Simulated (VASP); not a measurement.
# GaAs (F-43m) in VASP: further runs

Runs on GaAs. Level: PBE. Tasks: single point.

Everything below comes from runs of VASP 6.6.1. Logs are shortened: lines on timing, memory, paths and dates and some standing lists are left out, and cuts for length are marked.

### 1 The structure

Symmetry: F-43m, No. 216, cubic system. Conventional cell: a = 5.654 Å, b = 5.654 Å, c = 5.654 Å, α = 90.00°, β = 90.00°, γ = 90.00°. As (site symmetry -43m) is surrounded by 4 Ga at 2.45 Å. Ga (site symmetry -43m) is surrounded by 4 As at 2.45 Å.

### 2 Single point, PBE, spin-orbit coupling, no magnetisation

INCAR

```
SYSTEM = GaAs
PREC = Accurate ; ENCUT = 400
EDIFF = 1E-7 ; ISMEAR = 0
SIGMA = 0.02 ; LREAL = .False.
LASPH = .True. ; NELM = 100
ALGO = Normal ; ISIF = 2
LWAVE = .False. ; LCHARG = .False.
LNONCOLLINEAR = .True. ; MAGMOM = 0 0 0 0 0 0
LORBIT = 11 ; LSORBIT = .True.
GGA_COMPAT = .False. ; GGA = PE
NBANDS = 34
```

KPOINTS

```
Automatic mesh
0
Gamma
  4 4 4
  0 0 0
```

POSCAR

```
GaAs
1.0
    0.0000000000      2.8268500000      2.8268500000
    2.8268500000      0.0000000000      2.8268500000
    2.8268500000      2.8268500000      0.0000000000
As Ga
1 1
Direct
    0.7500000000      0.7500000000      0.7500000000
    0.0000000000      0.0000000000      0.0000000000
```

Potentials or basis: VASP PAW PBE potentials, release 64 (As, Ga_d).

Started as:

```sh
> cat potpaw_PBE.64/As/POTCAR potpaw_PBE.64/Ga_d/POTCAR > POTCAR
> mpirun -np 1 vasp_ncl > vasp.out
```

OUTCAR:

```text
SYSTEM = GaAs
   PREC = Accurate
   ENCUT = 400
   EDIFF = 1E-7
   ISMEAR = 0
   LREAL = .False.
   LASPH = .True.
   NELM = 100
   ISIF = 2
   LNONCOLLINEAR = .True.
   LORBIT = 11
   LSORBIT = .True.
   GGA = PE

 Found     10 irreducible k-points:

 Following reciprocal coordinates:
            Coordinates               Weight
  0.000000  0.000000  0.000000      1.000000
  0.250000  0.000000  0.000000      4.000000
 -0.250000  0.000000  0.000000      4.000000
  0.500000  0.000000  0.000000      4.000000
  0.250000  0.250000  0.000000      6.000000
  0.500000  0.250000  0.000000     12.000000
   k-points           NKPTS =     10   k-points in BZ     NKDIM =     10   number of bands    NBANDS=     34
   number of dos      NEDOS =    301   number of ions     NIONS =      2
   total plane-waves  NPLWV =  21952
   dimension x,y,z NGX =    28 NGY =   28 NGZ =   28
   dimension x,y,z NGXF=    56 NGYF=   56 NGZF=   56
   ions per type =               1   1
   NGX,Y,Z   is equivalent  to a cutoff of  11.64, 11.64, 11.64 a.u.
   NGXF,Y,Z  is equivalent  to a cutoff of  23.29, 23.29, 23.29 a.u.
 SYSTEM =  GaAs
   PREC   = accura    normal or accurate (medium, high low for compatibility)
   ISTART =      0    job   : 0-new  1-cont  2-samecut
   ICHARG =      2    charge: 1-file 2-atom 10-const
   ISPIN  =      1    spin polarized calculation?
   LNONCOLLINEAR =      T non collinear calculations
   LSORBIT =      T    spin-orbit coupling
   LASPH  =      T    aspherical Exc in radial PAW
   ENCUT  =  400.0 eV  29.40 Ry    5.42 a.u.   6.52  6.52  6.52*2*pi/ulx,y,z
   NELM   =    100;   NELMIN=  2; NELMDL= -5     # of ELM steps
   EDIFF  = 0.1E-06   stopping-criterion for ELM
   LREAL  =      F    real-space projection
   EDIFFG = 0.1E-05   stopping-criterion for IOM
   NSW    =      0    number of steps for IOM
   IBRION =     -1    ionic relax: 0-MD 1-quasi-New 2-CG
   NFREE  =      0    steps in history (QN), initial steepest desc. (CG)
   ISIF   =      2    stress and relaxation
   ISYM   =      2    0-nonsym 1-usesym 2-fastsym
   POTIM  = 0.5000    time-step for ionic-motion
   TEBEG  =    0.0;   TEEND  =   0.0 temperature during run
   PSTRESS=    0.0 pullay stress
   NELECT =      18.0000    total number of electrons
   NUPDOWN=      -1.0000    fix difference up-down
   EMIN   =  10.00;   EMAX   =-10.00  energy-range for DOS
   EFERMI =   0.00;   METHOD = LEGACY
   ISMEAR =     0;   SIGMA  =   0.02  broadening in eV -4-tet -1-fermi 0-gaus
   EFERMI_NEDOS =   21; number of points for ismear=-14 and -15
   IALGO  =     38    algorithm
   IMIX   =      4    mixing-type and parameters
     AMIX     =   0.40;   BMIX     =  1.00
     AMIX_MAG =   1.60;   BMIX_MAG =  1.00
  volume/ion in A,a.u.               =      22.59       152.44
  Fermi-wavevector in a.u.,A,eV,Ry     =   1.204628  2.276417 19.743799  1.451128
  Thomas-Fermi vector in A             =   2.340347
   LORBIT       =     11    0 simple, 1 ext, 2 COOP (PROOUT), +10 PAW based schemes
   GGA     = PE    functional components
   LHFCALC =     F    Hartree Fock is set to
   AEXX    =    0.0000 exact exchange contribution
   IVDW    =     0    specifies the selected vdW correction
   LEPSILON=     F    determine dielectric tensor
   LRPA    =     F    only Hartree local field effects (RPA)
 Gauss-broadening in eV      SIGMA  =   0.02
  energy-cutoff  :      400.00
  volume of cell :       45.18
 maximum number of plane-waves:      1738
 NGX is ok and might be reduce to    28
   NGX = 13   NGY = 13   NGZ = 13

 number of electron      18.0000000 magnetization       0.0000000      0.0000000      0.0000000

 number of electron      17.9999985 magnetization      -0.0000000      0.0000000      0.0000000

 number of electron      17.9999985 magnetization      -0.0000000      0.0000000     -0.0000000

 number of electron      17.9999985 magnetization      -0.0000000     -0.0000000     -0.0000000

 Free energy of the ion-electron system (eV)
  ---------------------------------------------------
  ext. energy  EPLUGINS =         0.00000000
  ---------------------------------------------------
  free energy    TOTEN  =        -8.08937306 eV

  energy without entropy =       -8.08937306  energy(sigma->0) =       -8.08937306

 E-fermi :   4.2159     XC(G=0):  -9.5603

 val. band max:        4.0892955573   @ k =   0.0000   0.0000   0.0000
 cond. band min:       4.4904084554   @ k =   0.0000   0.0000   0.0000
 fundamental gap:      0.4011128981
 Fermi energy:         4.2158767763

 k-point     1 :       0.0000    0.0000    0.0000
  band No.  band energies     occupation
      1     -11.1265      1.00000
      2     -11.1265      1.00000
      3     -11.1265      1.00000
      4     -11.1265      1.00000
      5     -10.7014      1.00000
      6     -10.7014      1.00000
[... 22 lines left out ...]
     29      14.0747      0.00000
     30      14.0747      0.00000

 k-point     2 :       0.2500    0.0000    0.0000
  band No.  band energies     occupation
      1     -11.1373      1.00000
      2     -11.1373      1.00000
      3     -11.1268      1.00000
      4     -11.1205      1.00000
      5     -10.7075      1.00000
      6     -10.7075      1.00000
[... 22 lines left out ...]
     29      12.9719      0.00000
     30      12.9719      0.00000

 k-point     3 :      -0.2500    0.0000    0.0000
  band No.  band energies     occupation
      1     -11.1373      1.00000
      2     -11.1373      1.00000
      3     -11.1268      1.00000
      4     -11.1205      1.00000
      5     -10.7075      1.00000
      6     -10.7075      1.00000
[... 22 lines left out ...]
     29      12.9719      0.00000
     30      12.9719      0.00000

 k-point     4 :       0.5000    0.0000    0.0000
  band No.  band energies     occupation
      1     -11.1493      1.00000
      2     -11.1493      1.00000
      3     -11.1216      1.00000
      4     -11.1216      1.00000
      5     -10.7107      1.00000
      6     -10.7107      1.00000
[... 22 lines left out ...]
     29      15.7715      0.00000
     30      15.7715      0.00000

 k-point     5 :       0.2500    0.2500    0.0000
  band No.  band energies     occupation
      1     -11.1476      1.00000
      2     -11.1476      1.00000
      3     -11.1150      1.00000
      4     -11.1150      1.00000
      5     -10.7135      1.00000
      6     -10.7135      1.00000
[... 22 lines left out ...]
     29      15.0770      0.00000
     30      15.0770      0.00000

 k-point     6 :       0.5000    0.2500    0.0000
  band No.  band energies     occupation
      1     -11.1764      1.00000
      2     -11.1439      1.00000
      3     -11.1128      1.00000
      4     -11.1032      1.00000
      5     -10.7483      1.00000
      6     -10.6910      1.00000
[... 22 lines left out ...]
     29      15.9727      0.00000
     30      15.9746      0.00000

 [... further k-points ...]

 [bands above 30 left out]

------------------------ aborting loop because EDIFF is reached ----------------------------------------

  FORCE on cell =-STRESS in cart. coord.  units (eV):
  Direction    XX          YY          ZZ          XY          YZ          ZX
  --------------------------------------------------------------------------------------
  -------------------------------------------------------------------------------------
  Total        0.9966010      0.9966010      0.9966010      0.0000000      0.0000000      0.0000000
  in kB       35.3422022     35.3422022     35.3422022      0.0000000      0.0000000      0.0000000
  external PRESSURE =      35.3422022 kB  Pullay stress =       0.0000000 kB

 VOLUME and BASIS-vectors are now :
 -----------------------------------------------------------------------------
  energy-cutoff  :      400.00
  volume of cell :       45.18
      direct lattice vectors                 reciprocal lattice vectors
     0.000000000  2.826850000  2.826850000    -0.176875321  0.176875321  0.176875321
     2.826850000  0.000000000  2.826850000     0.176875321 -0.176875321  0.176875321
     2.826850000  2.826850000  0.000000000     0.176875321  0.176875321 -0.176875321

 POSITION                                       TOTAL-FORCE (eV/Angst)
 -----------------------------------------------------------------------------------
      4.24027      4.24027      4.24027        -0.000000     -0.000000     -0.000000
      0.00000      0.00000      0.00000         0.000000      0.000000      0.000000
 -----------------------------------------------------------------------------------
    total drift:                               -0.000000     -0.000000     -0.000000

  FREE ENERGIE OF THE ION-ELECTRON SYSTEM (eV)
  ---------------------------------------------------
  free  energy   TOTEN  =        -8.0893730612 eV

  energy  without entropy=       -8.0893730612  energy(sigma->0) =       -8.08937306

 Spin-Orbit-Coupling matrix elements

 Ion:    1  E_soc:     -0.0236326
 l=   1
     0.0000000    -0.0039308    -0.0039308
    -0.0039308     0.0000000    -0.0039308
    -0.0039308    -0.0039308     0.0000000
 l=   2
     0.0000000    -0.0000046     0.0000000    -0.0000046    -0.0000034
    -0.0000046     0.0000000    -0.0000026    -0.0000046    -0.0000009
     0.0000000    -0.0000026     0.0000000    -0.0000026     0.0000000
    -0.0000046    -0.0000046    -0.0000026     0.0000000    -0.0000009
    -0.0000034    -0.0000009     0.0000000    -0.0000009     0.0000000
 l=   3
     0.0000000     0.0000000     0.0000000     0.0000000     0.0000000     0.0000000     0.0000000
     0.0000000     0.0000000     0.0000000     0.0000000     0.0000000     0.0000000     0.0000000
     0.0000000     0.0000000     0.0000000     0.0000000     0.0000000     0.0000000     0.0000000
     0.0000000     0.0000000     0.0000000     0.0000000     0.0000000     0.0000000     0.0000000
     0.0000000     0.0000000     0.0000000     0.0000000     0.0000000     0.0000000     0.0000000
     0.0000000     0.0000000     0.0000000     0.0000000     0.0000000     0.0000000     0.0000000
     0.0000000     0.0000000     0.0000000     0.0000000     0.0000000     0.0000000     0.0000000

 Ion:    2  E_soc:     -0.0117816
 l=   1
     0.0000000    -0.0011302    -0.0011302
    -0.0011302     0.0000000    -0.0011302
    -0.0011302    -0.0011302     0.0000000
 l=   2
     0.0000000    -0.0001675     0.0000000    -0.0001675    -0.0006659
    -0.0001675     0.0000000    -0.0004994    -0.0001675    -0.0001665
     0.0000000    -0.0004994     0.0000000    -0.0004994     0.0000000
    -0.0001675    -0.0001675    -0.0004994     0.0000000    -0.0001665
    -0.0006659    -0.0001665     0.0000000    -0.0001665     0.0000000
 l=   3
     0.0000000     0.0000000     0.0000000     0.0000000     0.0000000     0.0000000     0.0000000
     0.0000000     0.0000000     0.0000000     0.0000000     0.0000000     0.0000000     0.0000000
     0.0000000     0.0000000     0.0000000     0.0000000     0.0000000     0.0000000     0.0000000
     0.0000000     0.0000000     0.0000000     0.0000000     0.0000000     0.0000000     0.0000000
     0.0000000     0.0000000     0.0000000     0.0000000     0.0000000     0.0000000     0.0000000
     0.0000000     0.0000000     0.0000000     0.0000000     0.0000000     0.0000000     0.0000000
     0.0000000     0.0000000     0.0000000     0.0000000     0.0000000     0.0000000     0.0000000

 total charge

# of ion       s       p       d       tot
------------------------------------------
    1        1.194   1.629   0.030   2.853
    2        0.863   0.815   9.997  11.674
--------------------------------------------------
tot          2.057   2.444  10.027  14.528

 magnetization (x)

# of ion       s       p       d       tot
------------------------------------------
    1        0.000  -0.000   0.000  -0.000
    2       -0.000  -0.000  -0.000  -0.000
--------------------------------------------------
tot         -0.000  -0.000   0.000  -0.000

 magnetization (y)

# of ion       s       p       d       tot
------------------------------------------
    1       -0.000   0.000   0.000  -0.000
    2       -0.000   0.000   0.000  -0.000
--------------------------------------------------
tot         -0.000   0.000   0.000  -0.000

 magnetization (z)

# of ion       s       p       d       tot
------------------------------------------
    1       -0.000  -0.000   0.000  -0.000
    2        0.000   0.000   0.000   0.000
--------------------------------------------------
tot          0.000   0.000   0.000   0.000
```

It took 29 s on 1 thread of Intel Xeon Platinum 8488C (Sapphire Rapids), shared host; peak memory 0.23 GiB.

The run converged, but some of its settings lie outside the range that counts as converged, so its numbers aren't taken as properties of the crystal.

What came out:

```yaml
Free_energy: -8.0894 eV
Pressure: 3.5 GPa
Valence_electrons_inside_the_program's_atomic_spheres: As 2.85; Ga 11.67
```

Caveat: the k mesh is coarse (spacing up to 0.48 Å⁻¹), so the values aren't converged.

### 3 Single point, PBE, spin-orbit coupling, no magnetisation

INCAR: that of step 2 with these lines changed.

```diff
@@ -1,3 +1,3 @@
 SYSTEM = GaAs
-PREC = Accurate ; ENCUT = 400
+PREC = Accurate ; ENCUT = 500
 EDIFF = 1E-7 ; ISMEAR = 0
```

KPOINTS is that of step 2.

POSCAR is that of step 2.

Potentials or basis: VASP PAW PBE potentials, release 64 (As, Ga_d).

Started as:

```sh
> cat potpaw_PBE.64/As/POTCAR potpaw_PBE.64/Ga_d/POTCAR > POTCAR
> mpirun -np 1 vasp_ncl > vasp.out
```

OUTCAR:

```text
SYSTEM = GaAs
   PREC = Accurate
   ENCUT = 500
   EDIFF = 1E-7
   ISMEAR = 0
   LREAL = .False.
   LASPH = .True.
   NELM = 100
   ISIF = 2
   LNONCOLLINEAR = .True.
   LORBIT = 11
   LSORBIT = .True.
   GGA = PE

 Found     10 irreducible k-points:

 Following reciprocal coordinates:
            Coordinates               Weight
  0.000000  0.000000  0.000000      1.000000
  0.250000  0.000000  0.000000      4.000000
 -0.250000  0.000000  0.000000      4.000000
  0.500000  0.000000  0.000000      4.000000
  0.250000  0.250000  0.000000      6.000000
  0.500000  0.250000  0.000000     12.000000
   k-points           NKPTS =     10   k-points in BZ     NKDIM =     10   number of bands    NBANDS=     34
   number of dos      NEDOS =    301   number of ions     NIONS =      2
   total plane-waves  NPLWV =  27000
[... 342 lines left out ...]
     0.0000000     0.0000000     0.0000000     0.0000000     0.0000000     0.0000000     0.0000000
     0.0000000     0.0000000     0.0000000     0.0000000     0.0000000     0.0000000     0.0000000
     0.0000000     0.0000000     0.0000000     0.0000000     0.0000000     0.0000000     0.0000000
     0.0000000     0.0000000     0.0000000     0.0000000     0.0000000     0.0000000     0.0000000
     0.0000000     0.0000000     0.0000000     0.0000000     0.0000000     0.0000000     0.0000000
     0.0000000     0.0000000     0.0000000     0.0000000     0.0000000     0.0000000     0.0000000

 total charge

# of ion       s       p       d       tot
------------------------------------------
    1        1.194   1.629   0.030   2.853
    2        0.863   0.815   9.997  11.674
--------------------------------------------------
tot          2.056   2.444  10.027  14.527

 magnetization (x)

# of ion       s       p       d       tot
------------------------------------------
    1        0.000  -0.000   0.000  -0.000
    2       -0.000   0.000  -0.000   0.000
--------------------------------------------------
tot         -0.000   0.000  -0.000   0.000

 magnetization (y)

# of ion       s       p       d       tot
------------------------------------------
    1        0.000  -0.000  -0.000  -0.000
    2        0.000  -0.000  -0.000  -0.000
--------------------------------------------------
tot          0.000  -0.000  -0.000  -0.000

 magnetization (z)

# of ion       s       p       d       tot
------------------------------------------
    1       -0.000   0.000   0.000   0.000
    2        0.000   0.000   0.000   0.000
--------------------------------------------------
tot          0.000   0.000   0.000   0.000
```

OSZICAR:

```text
N       E                     dE             d eps       ncg     rms          rms(c)
DAV:   1     0.132692045239E+03    0.13269E+03   -0.77275E+03   774   0.143E+03
DAV:   2     0.107989844311E+02   -0.12189E+03   -0.11265E+03   688   0.403E+02
DAV:   3    -0.760987677785E+01   -0.18409E+02   -0.18092E+02   814   0.109E+02
DAV:   4    -0.826650097921E+01   -0.65662E+00   -0.65475E+00   808   0.221E+01
DAV:   5    -0.827646900302E+01   -0.99680E-02   -0.99658E-02   800   0.276E+00    0.298E+00
DAV:   6    -0.810992551014E+01    0.16654E+00   -0.17698E-01   998   0.784E+00    0.173E+00
DAV:   7    -0.808834524044E+01    0.21580E-01   -0.98615E-02   806   0.210E+00    0.605E-01
DAV:   8    -0.809016727324E+01   -0.18220E-02   -0.16570E-02   782   0.171E+00    0.147E-01
DAV:   9    -0.809056703845E+01   -0.39977E-03   -0.20908E-03   810   0.814E-01    0.696E-02
DAV:  10    -0.809064354222E+01   -0.76504E-04   -0.27287E-04   790   0.131E-01    0.315E-02
DAV:  11    -0.809069654638E+01   -0.53004E-04   -0.34071E-05   832   0.559E-02    0.164E-02
DAV:  12    -0.809072134310E+01   -0.24797E-04   -0.35629E-05   724   0.314E-02    0.499E-03
DAV:  13    -0.809072139885E+01   -0.55752E-07   -0.55922E-07   818   0.533E-03
   1 F= -.80907214E+01 E0= -.80907214E+01  d E =-.336415E-20  mag=    -0.0000    -0.0000    -0.0000
```

stdout:

```text
POSCAR found type information on POSCAR AsGa
 POSCAR found :  2 types and       2 ions
 scaLAPACK will be used
 LDA part: xc-table for (Slater+PW92), standard interpolation
 POSCAR, INCAR and KPOINTS ok, starting setup
 FFT: planning ... GRIDC
 FFT: planning ... GRID_SOFT
 FFT: planning ... GRID
 WAVECAR not read
 entering main loop
```

Run time: 41 s. Hardware: 1 thread of Intel Xeon Platinum 8488C (Sapphire Rapids), shared host; peak memory 0.27 GiB.

These settings aren't checked as converged: the numbers below hold their error.

Results:

| Property | Result |
| --- | --- |
| Free energy | -8.0907 eV |
| Pressure | 3.7 GPa |
| Valence electrons inside the program's atomic spheres | As 2.85; Ga 11.67 |

Caveat: the k mesh is coarse (spacing up to 0.48 Å⁻¹), so the values aren't converged.

### 4 For comparison

An earlier run on the cell as given: functional PBEsol; potentials or basis VASP PAW PBE potentials, release 64 (As, Ga_d); cutoff 520 eV; k mesh 8 × 8 × 8; occupations fermi-dirac, width 0.05 eV; no spin polarisation.

- Pressure: 0.3 GPa
- Band gap on the k mesh: 0.46 eV, direct
